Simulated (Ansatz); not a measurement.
## C: symmetry broken, then relaxed

Method: DFT r2SCAN, scalar-relativistic, plane waves, PAW (Ansatz 0.2.0). Settings: plane waves to 500 eV, k-mesh 12×12×2 (Γ-centred), Gaussian smearing 0.05 eV. No spin polarisation. Energies are free energies at this smearing, counted from the undisturbed cell; pressure is positive in compression.

The undisturbed cell (relaxed at this level):

```
C
1.0
     2.51239    0.00000    0.00000
    -1.25619    2.17579    0.00000
     0.00000    0.00000   12.39177
C
12
Direct
  0.00000 0.00000 0.18683
  0.00000 0.00000 0.68683
  0.00000 0.00000 0.31317
  0.00000 0.00000 0.81317
  0.33333 0.66667 0.52076
  0.66667 0.33333 0.02076
  0.33333 0.66667 0.97924
  0.66667 0.33333 0.47924
  0.33333 0.66667 0.64506
  0.66667 0.33333 0.14506
  0.33333 0.66667 0.85494
  0.66667 0.33333 0.35494
```

The atoms are displaced (Å, in the unstrained cell):

| atom | ux | uy | uz |
| --- | --- | --- | --- |
| C1 | 0.041 | 0.322 | -0.097 |
| C2 | 0.131 | 0.948 | -0.126 |
| C3 | 0.059 | -0.527 | 0.022 |
| C4 | 0.104 | 0.570 | -0.041 |
| C5 | -0.583 | -0.146 | 0.543 |
| C6 | 0.541 | -0.099 | -0.324 |
| C7 | 0.145 | 0.204 | -0.184 |
| C8 | 0.071 | -0.493 | -0.389 |
| C9 | 0.110 | 0.549 | 0.390 |
| C10 | 0.088 | -0.622 | -0.086 |
| C11 | -0.595 | -0.630 | 0.266 |
| C12 | -0.113 | -0.076 | 0.025 |

The cell is strained by (0.0103, -0.0252, 0.0340, -0.0662, -0.0420, 0.0475) (xx, yy, zz, yz, xz, xy; engineering shear). The atoms are then relaxed in that fixed cell.

Question: How much of the energy do the atoms recover?

Answer: The disturbance cost 3662.7 meV/atom, and 217.1 meV/atom remain in the strained cell. The final space group reads P-1 (tolerance 0.05 Å).

Final structure:

```xyz
12
Lattice="2.5382 0.0596 -0.0527 -1.2175 2.0912 -0.0457 -0.2601 -0.4103 12.8133" Properties=species:S:1:pos:R:3 pbc="T T T"
C    -0.1990    0.5006    2.3996
C     0.2572   -0.0483    8.7865
C    -0.0775    0.3550    3.9939
C     0.3797   -0.1940   10.3810
C     0.1385    1.5483    6.6090
C    -0.3462    2.0999    0.2045
C     1.8485    0.3574   12.4776
C     1.3611    0.9093    6.0728
C     0.2621    1.4037    8.2047
C    -0.1935    1.9515    1.8170
C     1.6953    0.5060   10.8652
C     1.2380    1.0539    4.4773
```

The relaxation, step by step (energy from the first step):

```
step  ΔE (meV/atom) largest force component (eV/Å) pressure (GPa)
   1            0.0                          46.036             n/a
   2        -1199.8                          12.911             n/a
   3        -1821.2                           7.411             n/a
   4        -2290.7                           6.121             n/a
   5        -2732.7                           6.131             n/a
   6        -3088.1                           3.817             n/a
   7        -3255.1                           1.658             n/a
   8        -3337.6                           1.717             n/a
   9        -3400.3                           2.433             n/a
  10        -3440.2                           0.829             n/a
  11        -3445.4                           0.109             n/a
  12        -3445.6                           0.018             n/a
  13        -3445.6                           0.005             n/a
```

Frames along the relaxation (Å, eV/Å):

```xyz
12
Lattice="2.538 0.060 -0.053 -1.217 2.091 -0.046 -0.260 -0.410 12.813" Properties=species:S:1:pos:R:3:forces:R:3 pbc="T T T" step=1
C     0.003    0.241    2.283    3.126    0.489   -0.413
C    -0.021    0.650    8.636    0.997  -46.036    4.996
C    -0.035   -0.642    4.052    3.083   18.332   -9.646
C    -0.092    0.226   10.356    9.996   -2.987  -11.321
C    -0.705    1.026    7.203    0.545    0.145   -6.813
C     1.832    0.656   -0.127   -1.116    7.438    1.723
C    -0.065    1.221   12.299   -2.817  -10.852    0.995
C     1.230    0.074    5.702    1.111   -0.830   13.098
C    -0.018    1.674    8.600   -1.505   45.194   -4.633
C     1.325    0.076    1.738   -3.242   -1.104    2.166
C    -0.810    0.427   11.215   -7.188    6.055    8.035
C     1.077    0.514    4.529   -2.990  -15.843    1.813
12
Lattice="2.538 0.060 -0.053 -1.217 2.091 -0.046 -0.260 -0.410 12.813" Properties=species:S:1:pos:R:3:forces:R:3 pbc="T T T" step=3
C     0.006    0.288    2.350    0.447    1.780    0.799
C    -0.021    0.450    8.550   -1.792   -4.103    6.336
C     0.016   -0.429    4.096   -1.518    5.176    1.707
C     0.034    0.191   10.269    4.090   -1.051    0.614
C    -0.517    1.044    6.866    2.740    2.742   -7.411
C     1.567    0.679   -0.095   -6.412    1.795    1.699
C    -0.225    1.074   12.375    3.180   -4.829    1.169
C     1.286    0.115    6.030   -0.864    2.137    4.999
C    -0.015    1.819    8.368    0.607    0.433   -3.425
C     1.274   -0.003    1.873   -0.287   -2.588    0.293
C    -0.864    0.475   11.169   -1.691    3.689   -3.914
C     1.183    0.438    4.634    1.500   -5.181   -2.868
12
Lattice="2.538 0.060 -0.053 -1.217 2.091 -0.046 -0.260 -0.410 12.813" Properties=species:S:1:pos:R:3:forces:R:3 pbc="T T T" step=4
C     0.011    0.317    2.367   -0.371    2.260    0.535
C    -0.038    0.357    8.634   -0.160   -0.052    6.033
C    -0.013   -0.339    4.127   -1.332    1.448    1.217
C     0.128    0.171   10.280    3.304   -1.961    1.848
C    -0.428    1.105    6.704    4.883    2.474   -0.386
C     1.434    0.685   -0.081   -6.080   -0.300    2.162
C    -0.244    0.995   12.412    2.869   -2.408    0.898
C     1.274    0.190    6.110   -2.796    2.660   -1.270
C    -0.016    1.799    8.309   -0.456   -4.811   -3.491
C     1.266   -0.060    1.909    0.335   -3.138    0.307
C    -0.874    0.540   11.111   -1.540    4.208   -6.121
C     1.223    0.380    4.604    1.341   -0.379   -1.731
12
Lattice="2.538 0.060 -0.053 -1.217 2.091 -0.046 -0.260 -0.410 12.813" Properties=species:S:1:pos:R:3:forces:R:3 pbc="T T T" step=6
C    -0.013    0.392    2.373   -0.342   -0.332    0.177
C     0.031    0.095    8.811    1.252    0.928   -2.390
C    -0.045   -0.146    4.151    1.128   -1.534   -0.362
C     0.302    0.045   10.324   -1.223    1.494    0.502
C    -0.097    1.235    6.592    3.120   -0.830    3.767
C     1.110    0.611   -0.014    0.969   -2.499    1.567
C    -0.398    0.846   12.453   -3.762    0.873   -0.726
C     1.216    0.492    6.181   -1.638    3.168   -3.043
C     0.035    1.549    8.206    0.192   -3.717    0.862
C     1.239   -0.231    2.005   -0.077   -0.306    0.007
C    -0.919    0.771   10.842    1.727   -1.062   -1.067
C     1.260    0.482    4.562   -1.345    3.817    0.707
12
Lattice="2.538 0.060 -0.053 -1.217 2.091 -0.046 -0.260 -0.410 12.813" Properties=species:S:1:pos:R:3:forces:R:3 pbc="T T T" step=8
C    -0.089    0.353    2.446   -0.097   -0.214    1.511
C     0.187    0.007    8.731    0.111   -0.160    0.982
C    -0.027    0.082    4.144   -0.210    0.865   -0.866
C     0.315   -0.002   10.291    0.509   -0.549   -0.485
C     0.097    1.407    6.653    0.302    0.198   -0.048
C     0.875    0.343    0.039   -0.346   -0.952    1.348
C    -0.691    0.619   12.425    0.071   -0.506   -0.660
C     1.332    0.734    6.145    0.017    0.444   -0.398
C     0.192    1.418    8.192    0.247    0.026   -0.598
C     1.157   -0.278    2.049   -0.366    0.457   -1.717
C    -0.892    0.663   10.793   -0.432    0.166    0.486
C     1.267    0.797    4.577    0.193    0.223    0.443
12
Lattice="2.538 0.060 -0.053 -1.217 2.091 -0.046 -0.260 -0.410 12.813" Properties=species:S:1:pos:R:3:forces:R:3 pbc="T T T" step=10
C    -0.198    0.496    2.377    0.134    0.109    0.579
C     0.261   -0.043    8.776   -0.037   -0.097    0.179
C    -0.065    0.320    4.017   -0.124    0.279   -0.518
C     0.368   -0.145   10.365    0.056   -0.459    0.033
C     0.153    1.524    6.626   -0.218    0.058   -0.214
C     0.857    0.019    0.265   -0.042    0.176   -0.829
C    -0.712    0.315   12.539    0.244   -0.107   -0.374
C     1.372    0.882    6.092    0.140    0.013   -0.138
C     0.267    1.395    8.200   -0.036    0.306    0.132
C     1.029   -0.135    1.837   -0.194   -0.173    0.784
C    -0.858    0.491   10.896    0.029    0.000    0.500
C     1.249    1.023    4.496    0.047   -0.107   -0.132
12
Lattice="2.538 0.060 -0.053 -1.217 2.091 -0.046 -0.260 -0.410 12.813" Properties=species:S:1:pos:R:3:forces:R:3 pbc="T T T" step=11
C    -0.197    0.506    2.401    0.009   -0.081   -0.031
C     0.255   -0.052    8.787   -0.034    0.052   -0.010
C    -0.083    0.360    3.994    0.026    0.037   -0.014
C     0.384   -0.202   10.382   -0.014    0.009   -0.023
C     0.131    1.552    6.609    0.050   -0.001   -0.051
C     0.879    0.006    0.248   -0.017   -0.040    0.066
C    -0.681    0.293   12.529   -0.056    0.065    0.066
C     1.354    0.915    6.072    0.006   -0.036    0.025
C     0.258    1.402    8.205    0.072   -0.044    0.002
C     1.027   -0.136    1.866   -0.042    0.018   -0.109
C    -0.837    0.438   10.918   -0.032    0.058    0.000
C     1.232    1.060    4.475    0.032   -0.038    0.078
12
Lattice="2.538 0.060 -0.053 -1.217 2.091 -0.046 -0.260 -0.410 12.813" Properties=species:S:1:pos:R:3:forces:R:3 pbc="T T T" step=13
C    -0.199    0.501    2.400    0.002   -0.001   -0.002
C     0.257   -0.048    8.786   -0.003    0.001    0.002
C    -0.077    0.355    3.994   -0.002   -0.001    0.001
C     0.380   -0.194   10.381    0.000   -0.001   -0.003
C     0.138    1.548    6.609    0.002   -0.001    0.002
C     0.871    0.009    0.250   -0.003   -0.003   -0.001
C    -0.690    0.298   12.530   -0.002    0.004    0.003
C     1.361    0.909    6.073    0.003    0.000    0.000
C     0.262    1.404    8.205    0.004    0.000   -0.002
C     1.024   -0.140    1.863   -0.005   -0.002    0.001
C    -0.843    0.446   10.918   -0.003    0.003    0.000
C     1.238    1.054    4.477    0.005    0.000    0.000
```

Cost: 3 runs of about 22 core-minutes in all, on Arm Neoverse V2 (shared hosts).